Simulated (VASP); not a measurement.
# Ta8C7 (a cell with a defect) in VASP: a series of runs

Runs on Ta8C7 (a cell with a defect). Level: PBE. Tasks: single point.

All numbers are computed with VASP 6.6.1; they aren't measurements. Logs are shortened: lines on timing, memory, paths and dates and some standing lists are left out, and cuts for length are marked.

## 1. The crystal as given

The cell holds a defect, 15 atoms: a = 6.311 Å, b = 6.311 Å, c = 6.311 Å, α = 60.00°, β = 60.00°, γ = 60.00°.

## 2. Single point, PBE

INCAR reads:

```
SYSTEM = Ta8C7
  ALGO = Fast
  EDIFF = 1E-7
  ENCUT = 520
  GGA = PE
  ISIF = 2
  ISMEAR = 1
  LASPH = .TRUE.
  LCHARG = .TRUE.
  LELF = .TRUE.
  LREAL = Auto
  LVHAR = .TRUE.
  LWAVE = .FALSE.
  NBANDS = 71
  NELM = 100
  PREC = Accurate
  SIGMA = 0.15
```

KPOINTS reads:

```
k-points
0
G
  3 3 3
  0 0 0
```

POSCAR reads:

```
Ta8C7
1.0
    0.0000000000      4.4626960000      4.4626960000
    4.4626960000      0.0000000000      4.4626960000
    4.4626960000      4.4626960000      0.0000000000
Ta C
8 7
Direct
   -0.0034689793     -0.0009169345      0.0011873988
   -0.0006620438      0.0018510111      0.4984104900
   -0.0034400730      0.5046409166      0.0011856062
   -0.0034295412      0.5046465186      0.4956167752
    0.5021000758     -0.0009474094      0.0012077901
    0.5021185624     -0.0009443843      0.4956287634
    0.4993295533      0.5018513473     -0.0015831237
    0.5021497095      0.5046056240      0.4956305561
    0.2493349312      0.2518504509      0.2484162040
    0.2493363877      0.7518451851      0.2484160920
    0.2493325783      0.7518438406      0.7484181087
    0.7493418776      0.2518522436      0.2484032074
    0.7493350432      0.2518492185      0.7484111622
    0.7493417656      0.7518456332      0.2484091455
    0.7493306737      0.7518540362      0.7484103779
```

Potentials or basis: VASP PAW PBE potentials, release 64 (Ta_pv, C).

Command:

```
$ cat potpaw_PBE.64/Ta_pv/POTCAR potpaw_PBE.64/C/POTCAR > POTCAR
$ mpirun -np 1 vasp_std > vasp.out
```

OUTCAR:

```text
SYSTEM = Ta8C7
   EDIFF = 1E-7
   ENCUT = 520
   GGA = PE
   ISIF = 2
   ISMEAR = 1
   LASPH = .TRUE.
   LREAL = Auto
   NELM = 100
   PREC = Accurate

 ion  position               nearest neighbor table
   1  0.997  0.999  0.001-  14 2.21  13 2.23  12 2.23  11 2.23  10 2.23   6 3.12   3 3.12   4 3.12
                             5 3.12   7 3.16   2 3.16   2 3.16   7 3.16   5 3.19   4 3.19   3 3.19
   2  0.999  0.002  0.498-   9 2.23  13 2.23  10 2.23  11 2.23  12 2.23  15 2.23   8 3.16   5 3.16
                             4 3.16   1 3.16   6 3.16   3 3.16   3 3.16   6 3.16   1 3.16   4 3.16
   3  0.997  0.505  0.001-  14 2.21  11 2.23  15 2.23   9 2.23  12 2.23   8 3.12   1 3.12   5 3.12
                             4 3.12   7 3.16   2 3.16   2 3.16   7 3.16   4 3.19   5 3.19   1 3.19
   4  0.997  0.505  0.496-  14 2.21  10 2.23   9 2.23  15 2.23  13 2.23   6 3.12   1 3.12   8 3.12
                             3 3.12   7 3.16   2 3.16   2 3.16   7 3.16   3 3.19   8 3.19   1 3.19
   5  0.502  0.999  0.001-  14 2.21  10 2.23  15 2.23   9 2.23  13 2.23   6 3.12   8 3.12   3 3.12
                             1 3.12   7 3.16   2 3.16   2 3.16   7 3.16   1 3.19   3 3.19   8 3.19
   6  0.502  0.999  0.496-  14 2.21  15 2.23   9 2.23  11 2.23  12 2.23   1 3.12   4 3.12   5 3.12
                             8 3.12   2 3.16   7 3.16   7 3.16   2 3.16   8 3.19   5 3.19   4 3.19
   7  0.499  0.502  0.998-  10 2.23   9 2.23  11 2.23  12 2.23  15 2.23  13 2.23   4 3.16   5 3.16
                             1 3.16   3 3.16   6 3.16   8 3.16   8 3.16   6 3.16   3 3.16   1 3.16
   8  0.502  0.505  0.496-  14 2.21  13 2.23  12 2.23  11 2.23  10 2.23   3 3.12   6 3.12   4 3.12
                             5 3.12   2 3.16   7 3.16   7 3.16   2 3.16   5 3.19   4 3.19   6 3.19
   9  0.249  0.252  0.248-   7 2.23   2 2.23   6 2.23   4 2.23   3 2.23   5 2.23
  10  0.249  0.752  0.248-   7 2.23   4 2.23   2 2.23   5 2.23   8 2.23   1 2.23
  11  0.249  0.752  0.748-   7 2.23   2 2.23   3 2.23   6 2.23   1 2.23   8 2.23
  12  0.749  0.252  0.248-   7 2.23   2 2.23   8 2.23   1 2.23   3 2.23   6 2.23
  13  0.749  0.252  0.748-   8 2.23   2 2.23   1 2.23   7 2.23   5 2.23   4 2.23
  14  0.749  0.752  0.248-   1 2.21   3 2.21   6 2.21   8 2.21   4 2.21   5 2.21
  15  0.749  0.752  0.748-   7 2.23   2 2.23   6 2.23   5 2.23   4 2.23   3 2.23

  LATTYP: Found a face centered cubic cell.
 ALAT       =     8.9253920000

  Lattice vectors:

 A1 = (   0.0000000000,   4.4626960000,   4.4626960000)
 A2 = (   4.4626960000,   0.0000000000,   4.4626960000)
 A3 = (   4.4626960000,   4.4626960000,   0.0000000000)

Analysis of symmetry for initial positions (statically):
=====================================================================
 Subroutine PRICEL returns:
 Original cell was already a primitive cell.

 Routine SETGRP: Setting up the symmetry group for a
 face centered cubic supercell.

 Subroutine GETGRP returns: Found  1 space group operations
 (whereof  1 operations were pure point group operations)
 out of a pool of 48 trial point group operations.

The static configuration has the point symmetry C_1 .

Analysis of symmetry for dynamics (positions and initial velocities):
=====================================================================
 Subroutine PRICEL returns:
 Original cell was already a primitive cell.

 Routine SETGRP: Setting up the symmetry group for a
 face centered cubic supercell.

 Subroutine GETGRP returns: Found  1 space group operations
 (whereof  1 operations were pure point group operations)
 out of a pool of 48 trial point group operations.

The dynamic configuration has the point symmetry C_1 .

 Subroutine INISYM returns: Found  1 space group operations
 (whereof  1 operations are pure point group operations),
 and found     1 'primitive' translations

----------------------------------------------------------------------------------------

                                     Primitive cell

  volume of cell :     177.7550

  direct lattice vectors                    reciprocal lattice vectors
     0.000000000  4.462696000  4.462696000    -0.112039897  0.112039897  0.112039897
     4.462696000  0.000000000  4.462696000     0.112039897 -0.112039897  0.112039897
     4.462696000  4.462696000  0.000000000     0.112039897  0.112039897 -0.112039897

  length of vectors
     6.311205208  6.311205208  6.311205208     0.194058794  0.194058794  0.194058794

  position of ions in fractional coordinates (direct lattice)
     0.996531021  0.999083066  0.001187399
     0.999337956  0.001851011  0.498410490
     0.996559927  0.504640917  0.001185606
     0.996570459  0.504646519  0.495616775
     0.502100076  0.999052591  0.001207790
     0.502118562  0.999055616  0.495628763
[... 62 lines left out ...]
  0.000000  0.333333  0.333333      2.000000
  0.333333  0.000000  0.333333      2.000000
 -0.333333  0.333333  0.000000      2.000000
  0.000000 -0.333333  0.333333      2.000000
  0.333333  0.000000 -0.333333      2.000000
  0.333333  0.333333 -0.333333      2.000000
 -0.333333  0.333333 -0.333333      2.000000
  0.333333 -0.333333 -0.333333      2.000000
   k-points           NKPTS =     14   k-points in BZ     NKDIM =     14   number of bands    NBANDS=     71
   number of dos      NEDOS =    301   number of ions     NIONS =     15
   total plane-waves  NPLWV = 110592
   dimension x,y,z NGX =    48 NGY =   48 NGZ =   48
   dimension x,y,z NGXF=    96 NGYF=   96 NGZF=   96
   ions per type =               8   7
   NGX,Y,Z   is equivalent  to a cutoff of  12.64, 12.64, 12.64 a.u.
   NGXF,Y,Z  is equivalent  to a cutoff of  25.29, 25.29, 25.29 a.u.
 SYSTEM =  Ta8C7
   PREC   = accura    normal or accurate (medium, high low for compatibility)
   ISTART =      0    job   : 0-new  1-cont  2-samecut
   ICHARG =      2    charge: 1-file 2-atom 10-const
   ISPIN  =      1    spin polarized calculation?
   LNONCOLLINEAR =      F non collinear calculations
   LSORBIT =      F    spin-orbit coupling
   LASPH  =      T    aspherical Exc in radial PAW
   ENCUT  =  520.0 eV  38.22 Ry    6.18 a.u.  11.73 11.73 11.73*2*pi/ulx,y,z
   NELM   =    100;   NELMIN=  2; NELMDL= -5     # of ELM steps
   EDIFF  = 0.1E-06   stopping-criterion for ELM
   LREAL  =      T    real-space projection
   EDIFFG = 0.1E-05   stopping-criterion for IOM
   NSW    =      0    number of steps for IOM
   IBRION =     -1    ionic relax: 0-MD 1-quasi-New 2-CG
   NFREE  =      0    steps in history (QN), initial steepest desc. (CG)
   ISIF   =      2    stress and relaxation
   ISYM   =      2    0-nonsym 1-usesym 2-fastsym
   POTIM  = 0.5000    time-step for ionic-motion
   TEBEG  =    0.0;   TEEND  =   0.0 temperature during run
   PSTRESS=    0.0 pullay stress
   NELECT =     116.0000    total number of electrons
   NUPDOWN=      -1.0000    fix difference up-down
   EMIN   =  10.00;   EMAX   =-10.00  energy-range for DOS
   EFERMI =   0.00;   METHOD = LEGACY
   ISMEAR =     1;   SIGMA  =   0.15  broadening in eV -4-tet -1-fermi 0-gaus
   EFERMI_NEDOS =   21; number of points for ismear=-14 and -15
   IALGO  =     68    algorithm
   IMIX   =      4    mixing-type and parameters
     AMIX     =   0.40;   BMIX     =  1.00
     AMIX_MAG =   1.60;   BMIX_MAG =  1.00
  volume/ion in A,a.u.               =      11.85        79.97
  Fermi-wavevector in a.u.,A,eV,Ry     =   1.419995  2.683402 27.434600  2.016386
  Thomas-Fermi vector in A             =   2.540957
   LORBIT       =      0    0 simple, 1 ext, 2 COOP (PROOUT), +10 PAW based schemes
   GGA     = PE    functional components
   LHFCALC =     F    Hartree Fock is set to
   AEXX    =    0.0000 exact exchange contribution
   IVDW    =     0    specifies the selected vdW correction
   LEPSILON=     F    determine dielectric tensor
   LRPA    =     F    only Hartree local field effects (RPA)
 non-spin polarized calculation
 RMM-DIIS sequential band-by-band and
 Methfessel and Paxton  Order N= 1 SIGMA  =   0.15
  energy-cutoff  :      520.00
  volume of cell :      177.76
 maximum number of plane-waves:      4813
   NGX = 23   NGY = 23   NGZ = 23

 number of electron     116.0000003 magnetization

 Free energy of the ion-electron system (eV)
  ---------------------------------------------------
  ext. energy  EPLUGINS =         0.00000000
  ---------------------------------------------------
  free energy    TOTEN  =      -167.83647104 eV

  energy without entropy =     -167.82388393  energy(sigma->0) =     -167.83227534

 E-fermi :   7.7992     XC(G=0): -12.9741

 val. band max:        7.7320249432   @ k =   0.0000   0.0000   0.3333
 cond. band min:       7.8204702762   @ k =  -0.3333   0.3333   0.0000
 fundamental gap:      0.0884453330
 Fermi energy:         7.7992014032

 k-point     1 :       0.0000    0.0000    0.0000
  band No.  band energies     occupation
      1     -27.8655      2.00000
      2     -27.8655      2.00000
      3     -27.8655      2.00000
      4     -27.7647      2.00000
      5     -27.7647      2.00000
      6     -27.7647      2.00000
[... 1011 lines left out ...]
     69      10.3023     -0.00000
     70      10.6676     -0.00000
 [bands above 70 left out]

------------------------ aborting loop because EDIFF is reached ----------------------------------------

  FORCE on cell =-STRESS in cart. coord.  units (eV):
  Direction    XX          YY          ZZ          XY          YZ          ZX
  --------------------------------------------------------------------------------------
  -------------------------------------------------------------------------------------
  Total       -0.5799207     -0.5784252     -0.5853229     -0.0009194      0.0131869     -0.0026469
  in kB       -5.2270576     -5.2135779     -5.2757501     -0.0082873      0.1188591     -0.0238575
  external PRESSURE =      -5.2387952 kB  Pullay stress =       0.0000000 kB

 VOLUME and BASIS-vectors are now :
 -----------------------------------------------------------------------------
  energy-cutoff  :      520.00
  volume of cell :      177.76
      direct lattice vectors                 reciprocal lattice vectors
     0.000000000  4.462696000  4.462696000    -0.112039897  0.112039897  0.112039897
     4.462696000  0.000000000  4.462696000     0.112039897 -0.112039897  0.112039897
     4.462696000  4.462696000  0.000000000     0.112039897  0.112039897 -0.112039897

 POSITION                                       TOTAL-FORCE (eV/Angst)
 -----------------------------------------------------------------------------------
      4.46390      4.45251      8.90582         0.000328      0.002572      0.001015
      2.23251      6.68400      4.46800        -0.000200      0.003822     -0.001627
      2.25735      4.45264      6.69940        -0.000812      0.002308     -0.001414
      4.46387      6.65918      6.69948        -0.000150      0.000655     -0.001837
      4.46386      2.24611      6.69919        -0.000125     -0.002016     -0.000352
      6.67032      4.45264      6.69928         0.001577      0.002328     -0.001190
      6.69524      6.68399      4.46797        -0.000569      0.003768     -0.001325
      4.46375      4.45279      4.49284         0.000691      0.001832     -0.000708
      2.23254      2.22131      2.23664        -0.000311     -0.002334      0.001003
      4.46386      2.22132      4.46797         0.000002     -0.002403      0.001212
      6.69521      4.45266      4.46795        -0.000418     -0.002388      0.001704
      2.23249      4.45263      4.46802         0.000008     -0.001952      0.000511
      4.46386      6.68399      4.46798         0.000027     -0.001970      0.001027
      4.46383      4.45266      6.69934         0.000125     -0.002380      0.000892
      6.69522      6.68396      6.69933        -0.000172     -0.001842      0.001090
 -----------------------------------------------------------------------------------
    total drift:                               -0.002001     -0.008726      0.004485

  FREE ENERGIE OF THE ION-ELECTRON SYSTEM (eV)
  ---------------------------------------------------
  free  energy   TOTEN  =      -167.8364710421 eV

  energy  without entropy=     -167.8238839316  energy(sigma->0) =     -167.83227534
```

It took 7.7 min on 1 thread of Intel Xeon Platinum 8259CL at 2.50GHz (Skylake/Cascade Lake), shared host; peak memory 0.39 GiB.

What came out:

```
Free energy            : -167.8365 eV
Pressure               : -0.5 GPa
Largest force          : 0.004 eV/Å
Band gap on the k mesh : none (metal or under the smearing width)
```

Forces on the atoms (eV/Å):
```
Ta   0.000  0.003  0.001
Ta   0.000  0.004 -0.002
Ta  -0.001  0.002 -0.001
Ta   0.000  0.001 -0.002
Ta   0.000 -0.002  0.000
Ta   0.002  0.002 -0.001
Ta  -0.001  0.004 -0.001
Ta   0.001  0.002 -0.001
C    0.000 -0.002  0.001
C    0.000 -0.002  0.001
C    0.000 -0.002  0.002
C    0.000 -0.002  0.001
C    0.000 -0.002  0.001
C    0.000 -0.002  0.001
C    0.000 -0.002  0.001
```

Caveat: the k mesh is coarse (spacing up to 0.41 Å⁻¹), so the values aren't converged. Spin-orbit coupling is left out, which matters for the levels of Ta.

## 3. Single point, PBE

INCAR reads:

```
SYSTEM = Ta8C7
ALGO     = Fast           ! electronic algorithm
EDIFF    = 1E-6           ! SCF threshold, eV
ENCUT    = 520            ! plane-wave cutoff, eV
GGA      = PE             ! functional
ISIF     = 2              ! what is computed and relaxed
ISMEAR   = 1              ! smearing method
LASPH    = .TRUE.         ! aspherical terms in the spheres
LCHARG   = .FALSE.        ! write CHGCAR
LREAL    = Auto         
LWAVE    = .FALSE.        ! write WAVECAR
NBANDS   = 71             ! bands
NELM     = 100            ! most SCF steps
PREC     = Accurate       ! precision mode
SIGMA    = 0.15           ! smearing width, eV
```

KPOINTS is that of step 2.

POSCAR reads:

```
Ta8C7
1.0
    0.0000000000      4.4626960000      4.4626960000
    4.4626960000      0.0000000000      4.4626960000
    4.4626960000      4.4626960000      0.0000000000
Ta C
8 7
Direct
   -0.0015883896      0.0011359725     -0.0053919200
    0.0063263328      0.0090506949      0.4970099913
   -0.0041907403      0.5054072695     -0.0023436506
   -0.0334843556      0.5347020052      0.4981377849
    0.5026836917     -0.0014671625     -0.0023437626
    0.5319774190     -0.0307617861      0.4981386812
    0.4921667306      0.4948893001      0.0111707138
    0.5000814530      0.5028044707      0.4929393577
    0.2492459715      0.2519694373      0.3686796053
    0.2465611594      0.7591241931      0.2459906523
    0.2519319039      0.7448158019      0.7504594756
    0.7564002791      0.2492846253      0.2459908764
    0.7420926722      0.2546557059      0.7504593636
    0.7492466437      0.7519701095      0.2318627574
    0.7492466437      0.7519698855      0.7697752659
```

Potentials or basis: VASP PAW PBE potentials, release 64 (Ta_pv, C).

Command:

```
$ cat potpaw_PBE.64/Ta_pv/POTCAR potpaw_PBE.64/C/POTCAR > POTCAR
$ mpirun -np 1 vasp_std > vasp.out
```

Wall time 4.5 min (1 thread of Intel Xeon Platinum 8259CL at 2.50GHz (Skylake/Cascade Lake), shared host); peak memory 0.36 GiB.

Results (log left out):

```
Free energy            : -165.1926 eV
Pressure               : 5.8 GPa
Largest force          : 4.341 eV/Å
Band gap on the k mesh : none (metal or under the smearing width)
```

Forces in eV/Å, atoms in the order of the input:
```
Ta   0.317  0.317 -0.357
Ta   0.130  0.130  0.021
Ta   0.209  0.161  0.000
Ta  -0.053  0.492  0.000
Ta   0.161  0.209  0.000
Ta   0.492 -0.053  0.000
Ta   0.130  0.130 -0.021
Ta   0.317  0.317  0.357
C   -3.070 -3.070  0.000
C    0.145  0.264 -0.106
C    0.264  0.145  0.106
C    0.264  0.145 -0.106
C    0.145  0.264  0.106
C    0.396  0.396  0.000
C    0.152  0.152  0.000
```

Stress tensor (GPa, compression positive):
```
 9.49 -5.88  0.00
-5.88  9.49  0.00
 0.00  0.00 -1.51
```

Levels at points of the mesh, in eV from the Fermi level:
```
           k point  band 55  band 56  band 57  band 58  band 59  band 60  band 61  band 62
(0.00, 0.00, 0.00)    -1.06    -0.95    -0.77    -0.02     0.12     0.91     1.41     2.04
```

Caveat: the k mesh is coarse (spacing up to 0.41 Å⁻¹), so the values aren't converged. Spin-orbit coupling is left out, which matters for the levels of Ta.
